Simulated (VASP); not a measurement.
# SiGe3 (R-3m) in VASP: relaxation of cell and atoms with PBE

Aim: the relaxation of cell and atoms of SiGe3 with PBE.

Everything below comes from runs of VASP 6.6.1. Logs are shortened: lines on timing, memory, paths and dates and some standing lists are left out, and cuts for length are marked.

### Step 1. Starting point

It takes space group R-3m (No. 166, trigonal). The conventional cell has a = 8.022 Å, b = 8.022 Å, c = 9.819 Å, α = 90.00°, β = 90.00°, γ = 120.00°. Si (site symmetry 3m) is surrounded by 1 Si at 2.40 Å and 3 Ge at 2.43 Å. Ge (site symmetry m) has 1 Si at 2.43 Å and 3 Ge at 2.48 Å as nearest neighbours.

The cell was built by a generator and needn't be a form met in nature.

### Step 2. Relaxation of cell and atoms, PBE

INCAR reads:

```
PREC = Accurate
ENCUT = 520
EDIFF = 1E-6
ISMEAR = 0
SIGMA = 0.1
LREAL = F
LASPH = T
NELM = 120
ALGO = Normal
ISIF = 3
LWAVE = F
LCHARG = F
GGA = PE
IBRION = 2
NSW = 90
EDIFFG = -0.01
KPAR = 4
```

KPOINTS reads:

```
Automatic mesh
0
Gamma
  6 6 6
```

POSCAR reads:

```
SiGe3
1.0
    4.0111611300      2.3158449600      3.2730000000
   -4.0111611300      2.3158449600      3.2730000000
    0.0000000000     -4.6316899100      3.2730000000
Si Ge
2 6
Direct
    0.8777879600      0.8777879600      0.8777879600
    0.1222120400      0.1222120400      0.1222120400
    0.8781761200      0.3717888100      0.3717888100
    0.6282111900      0.6282111900      0.1218238800
    0.6282111900      0.1218238800      0.6282111900
    0.3717888100      0.3717888100      0.8781761200
    0.1218238800      0.6282111900      0.6282111900
    0.3717888100      0.8781761200      0.3717888100
```

Potentials or basis: VASP PAW PBE potentials, release 64 (Si, Ge_d).

On the command line:

```bash
> cat potpaw_PBE.64/Si/POTCAR potpaw_PBE.64/Ge_d/POTCAR > POTCAR
> mpirun -np 4 vasp_std > vasp.out
```

OUTCAR:

```text
PREC = Accurate
   ENCUT = 520
   EDIFF = 1E-6
   ISMEAR = 0
   LREAL = F
   LASPH = T
   NELM = 120
   ISIF = 3
   GGA = PE
   IBRION = 2
   NSW = 90
   EDIFFG = -0.01

 ion  position               nearest neighbor table
   1  0.878  0.878  0.878-   2 2.40   5 2.43   7 2.43   4 2.43
   2  0.122  0.122  0.122-   1 2.40   3 2.43   8 2.43   6 2.43
   3  0.878  0.372  0.372-   2 2.43   7 2.48   4 2.48   5 2.48
   4  0.628  0.628  0.122-   1 2.43   6 2.48   3 2.48   8 2.48
   5  0.628  0.122  0.628-   1 2.43   8 2.48   6 2.48   3 2.48
   6  0.372  0.372  0.878-   2 2.43   4 2.48   5 2.48   7 2.48
   7  0.122  0.628  0.628-   1 2.43   3 2.48   6 2.48   8 2.48
   8  0.372  0.878  0.372-   2 2.43   5 2.48   4 2.48   7 2.48

  LATTYP: Found a trigonal (rhomboedric) cell.
 ALAT       =     5.6714266714
 COS(alpha) =    -0.0004273806

  Lattice vectors:

 A1 = (   4.0111611300,   2.3158449600,   3.2730000000)
 A2 = (  -4.0111611300,   2.3158449600,   3.2730000000)
 A3 = (   0.0000000000,  -4.6316899100,   3.2730000000)

Analysis of symmetry for initial positions (statically):
=====================================================================
 Subroutine PRICEL returns:
 Original cell was already a primitive cell.

 Routine SETGRP: Setting up the symmetry group for a
 trigonal (rhombohedral) supercell.

 Subroutine GETGRP returns: Found 12 space group operations
 (whereof 12 operations were pure point group operations)
 out of a pool of 12 trial point group operations.

The static configuration has the point symmetry D_3d.

Analysis of symmetry for dynamics (positions and initial velocities):
=====================================================================
 Subroutine PRICEL returns:
 Original cell was already a primitive cell.

 Routine SETGRP: Setting up the symmetry group for a
 trigonal (rhombohedral) supercell.

 Subroutine GETGRP returns: Found 12 space group operations
 (whereof 12 operations were pure point group operations)
 out of a pool of 12 trial point group operations.

The dynamic configuration has the point symmetry D_3d.

 Subroutine INISYM returns: Found 12 space group operations
 (whereof 12 operations are pure point group operations),
 and found     1 'primitive' translations

----------------------------------------------------------------------------------------

                                     Primitive cell

  volume of cell :     182.4218

  direct lattice vectors                    reciprocal lattice vectors
     4.011161130  2.315844960  3.273000000     0.124652185  0.071967973  0.101843365
    -4.011161130  2.315844960  3.273000000    -0.124652185  0.071967973  0.101843365
     0.000000000 -4.631689910  3.273000000     0.000000000 -0.143935945  0.101843365

  length of vectors
     5.671426671  5.671426671  5.671426666     0.176322509  0.176322509  0.176322510

  position of ions in fractional coordinates (direct lattice)
     0.877787960  0.877787960  0.877787960
     0.122212040  0.122212040  0.122212040
     0.878176120  0.371788810  0.371788810
     0.628211190  0.628211190  0.121823880
     0.628211190  0.121823880  0.628211190
     0.371788810  0.371788810  0.878176120
     0.121823880  0.628211190  0.628211190
     0.371788810  0.878176120  0.371788810

  ion indices of the primitive-cell ions
   primitive index   ion index
                 1           1
                 2           2
                 3           3
                 4           4
                 5           5
                 6           6
[... 83 lines left out ...]
   TEBEG  =    0.0;   TEEND  =   0.0 temperature during run
   PSTRESS=    0.0 pullay stress
   NELECT =      92.0000    total number of electrons
   NUPDOWN=      -1.0000    fix difference up-down
   EMIN   =  10.00;   EMAX   =-10.00  energy-range for DOS
   EFERMI =   0.00;   METHOD = LEGACY
   ISMEAR =     0;   SIGMA  =   0.10  broadening in eV -4-tet -1-fermi 0-gaus
   EFERMI_NEDOS =   21; number of points for ismear=-14 and -15
   IALGO  =     38    algorithm
   IMIX   =      4    mixing-type and parameters
     AMIX     =   0.40;   BMIX     =  1.00
     AMIX_MAG =   1.60;   BMIX_MAG =  1.00
  volume/ion in A,a.u.               =      22.80       153.88
  Fermi-wavevector in a.u.,A,eV,Ry     =   1.303102  2.462506 23.103719  1.698075
  Thomas-Fermi vector in A             =   2.434126
   LORBIT       =      0    0 simple, 1 ext, 2 COOP (PROOUT), +10 PAW based schemes
   GGA     = PE    functional components
   LHFCALC =     F    Hartree Fock is set to
   AEXX    =    0.0000 exact exchange contribution
   IVDW    =     0    specifies the selected vdW correction
   LEPSILON=     F    determine dielectric tensor
   LRPA    =     F    only Hartree local field effects (RPA)
 conjugate gradient relaxation of ions
 non-spin polarized calculation
 Gauss-broadening in eV      SIGMA  =   0.10
  energy-cutoff  :      520.00
  volume of cell :      182.42
 maximum number of plane-waves:      4945
   NGX = 21   NGY = 21   NGZ = 21

--------------------------------------- Ionic step        1  -------------------------------------------

 number of electron      91.9999980 magnetization

 Free energy of the ion-electron system (eV)
  ---------------------------------------------------
  ext. energy  EPLUGINS =         0.00000000
  ---------------------------------------------------
  free energy    TOTEN  =       -37.84305524 eV

  energy without entropy =      -37.84252769  energy(sigma->0) =      -37.84279146

------------------------ aborting loop because EDIFF is reached ----------------------------------------

  FORCE on cell =-STRESS in cart. coord.  units (eV):
  Direction    XX          YY          ZZ          XY          YZ          ZX
  --------------------------------------------------------------------------------------
  -------------------------------------------------------------------------------------
  Total        0.1781361      0.1781361      0.1349619      0.0000000      0.0000000      0.0000000
  in kB        1.5645368      1.5645368      1.1853450      0.0000000      0.0000000      0.0000000
  external PRESSURE =       1.4381395 kB  Pullay stress =       0.0000000 kB

 VOLUME and BASIS-vectors are now :
 -----------------------------------------------------------------------------
  energy-cutoff  :      520.00
  volume of cell :      182.42
      direct lattice vectors                 reciprocal lattice vectors
     4.011161130  2.315844960  3.273000000     0.124652185  0.071967973  0.101843365
    -4.011161130  2.315844960  3.273000000    -0.124652185  0.071967973  0.101843365
     0.000000000 -4.631689910  3.273000000     0.000000000 -0.143935945  0.101843365

 POSITION                                       TOTAL-FORCE (eV/Angst)
 -----------------------------------------------------------------------------------
      0.00000      0.00000      8.61900         0.000000      0.000000      0.052608
      0.00000      0.00000      1.20000         0.000000     -0.000000     -0.052608
      2.03120      1.17271      5.30800         0.000824      0.000476     -0.001878
      0.00000      2.34543      4.51100         0.000000      0.000952      0.001878
      2.03120     -1.17271      4.51100         0.000824     -0.000476      0.001878
      0.00000     -2.34543      5.30800         0.000000     -0.000952     -0.001878
     -2.03120     -1.17271      4.51100        -0.000824     -0.000476      0.001878
     -2.03120      1.17271      5.30800        -0.000824      0.000476     -0.001878
 -----------------------------------------------------------------------------------
    total drift:                               -0.000000     -0.000000      0.000000

  FREE ENERGIE OF THE ION-ELECTRON SYSTEM (eV)
  ---------------------------------------------------
  free  energy   TOTEN  =       -37.8430552378 eV

  energy  without entropy=      -37.8425276892  energy(sigma->0) =      -37.84279146

--------------------------------------- Ionic step        2  -------------------------------------------

 number of electron      91.9999980 magnetization

 Free energy of the ion-electron system (eV)
  ---------------------------------------------------
  ext. energy  EPLUGINS =         0.00000000
  ---------------------------------------------------
  free energy    TOTEN  =       -37.84333574 eV

  energy without entropy =      -37.84275650  energy(sigma->0) =      -37.84304612

 E-fermi :   4.8832     XC(G=0):  -9.6325

 val. band max:        4.8026833219   @ k =   0.0000   0.0000   0.0000
 cond. band min:       4.9638182896   @ k =   0.5000   0.5000   0.5000
 fundamental gap:      0.1611349677
 Fermi energy:         4.8831627117

 k-point     1 :       0.0000    0.0000    0.0000
  band No.  band energies     occupation
      1     -19.8557      2.00000
      2     -19.8506      2.00000
      3     -19.8506      2.00000
      4     -19.8438      2.00000
      5     -19.8038      2.00000
      6     -19.8038      2.00000
[... 1381 lines left out ...]
     54       8.4949      0.00000
     55       9.4077      0.00000

 [... further k-points ...]
[... 5 lines left out ...]
  --------------------------------------------------------------------------------------
  -------------------------------------------------------------------------------------
  Total       -0.0498855     -0.0498855      0.0163166      0.0000000      0.0000000      0.0000000
  in kB       -0.4368401     -0.4368401      0.1428817      0.0000000      0.0000000      0.0000000
  external PRESSURE =      -0.2435995 kB  Pullay stress =       0.0000000 kB

 VOLUME and BASIS-vectors are now :
 -----------------------------------------------------------------------------
  energy-cutoff  :      520.00
  volume of cell :      182.96
      direct lattice vectors                 reciprocal lattice vectors
     4.015470000  2.318332687  3.275663779     0.124518425  0.071890746  0.101760546
    -4.015470000  2.318332687  3.275663779    -0.124518425  0.071890746  0.101760546
     0.000000000 -4.636665364  3.275663779     0.000000000 -0.143781492  0.101760546

 POSITION                                       TOTAL-FORCE (eV/Angst)
 -----------------------------------------------------------------------------------
      0.00000      0.00000      8.62855         0.000000      0.000000      0.004625
      0.00000      0.00000      1.19844         0.000000     -0.000000     -0.004625
      2.03342      1.17400      5.31223         0.002053      0.001185     -0.005949
      0.00000      2.34799      4.51476         0.000000      0.002371      0.005949
      2.03342     -1.17400      4.51476         0.002053     -0.001185      0.005949
      0.00000     -2.34799      5.31223         0.000000     -0.002371     -0.005949
     -2.03342     -1.17400      4.51476        -0.002053     -0.001185      0.005949
     -2.03342      1.17400      5.31223        -0.002053      0.001185     -0.005949
 -----------------------------------------------------------------------------------
    total drift:                               -0.000000      0.000000     -0.000000

  FREE ENERGIE OF THE ION-ELECTRON SYSTEM (eV)
  ---------------------------------------------------
  free  energy   TOTEN  =       -37.8433357420 eV

  energy  without entropy=      -37.8427564952  energy(sigma->0) =      -37.84304612

 reached required accuracy - stopping structural energy minimisation
```

It took 1.9 min on 4 MPI ranks of Intel Xeon Platinum 8488C (Sapphire Rapids), shared host; peak memory 0.4 GiB.

Results:

```yaml
Free_energy: -37.8433 eV
Relaxed_volume: 22.87 Å³/atom
Relaxed_cell: a = 5.677 Å, b = 5.677 Å, c = 5.677 Å, α = 90.03°, β = 90.03°, γ = 90.03°
Space_group_after_relaxing_to_0.05_Å: R-3m (No. 166)
Energy_gained_by_relaxing: 0.0 meV/atom
Ionic_steps: 2
Pressure_after_relaxing: 0.0 GPa
Largest_force_after_relaxing: 0.006 eV/Å
Band_gap_on_the_k_mesh: 0.16 eV, indirect (least direct gap 0.42 eV)
```

Forces in eV/Å, atoms in the order of the input:
```
Si   0.000  0.000  0.005
Si   0.000  0.000 -0.005
Ge   0.002  0.001 -0.006
Ge   0.000  0.002  0.006
Ge   0.002 -0.001  0.006
Ge   0.000 -0.002 -0.006
Ge  -0.002 -0.001  0.006
Ge  -0.002  0.001 -0.006
```

Step by step:
```csv
step,energy change (eV),largest force (eV/Å),pressure (GPa),volume (Å³)
1,0.0000,0.0526,0.14,182.42
2,-0.0003,0.0064,-0.02,182.96
```

Final structure:
```cif
data_structure
_symmetry_space_group_name_H-M 'P 1'
_symmetry_Int_Tables_number 1
_cell_length_a 5.6770
_cell_length_b 5.6770
_cell_length_c 5.6770
_cell_angle_alpha 90.034
_cell_angle_beta 90.034
_cell_angle_gamma 90.034
_cell_volume 182.96
loop_
_atom_site_label
_atom_site_type_symbol
_atom_site_fract_x
_atom_site_fract_y
_atom_site_fract_z
_atom_site_occupancy
Si1 Si 0.87805 0.87805 0.87805 1
Si2 Si 0.12195 0.12195 0.12195 1
Ge1 Ge 0.87817 0.37178 0.37178 1
Ge2 Ge 0.62822 0.62822 0.12183 1
Ge3 Ge 0.62822 0.12183 0.62822 1
Ge4 Ge 0.37178 0.37178 0.87817 1
Ge5 Ge 0.12183 0.62822 0.62822 1
Ge6 Ge 0.37178 0.87817 0.37178 1
```
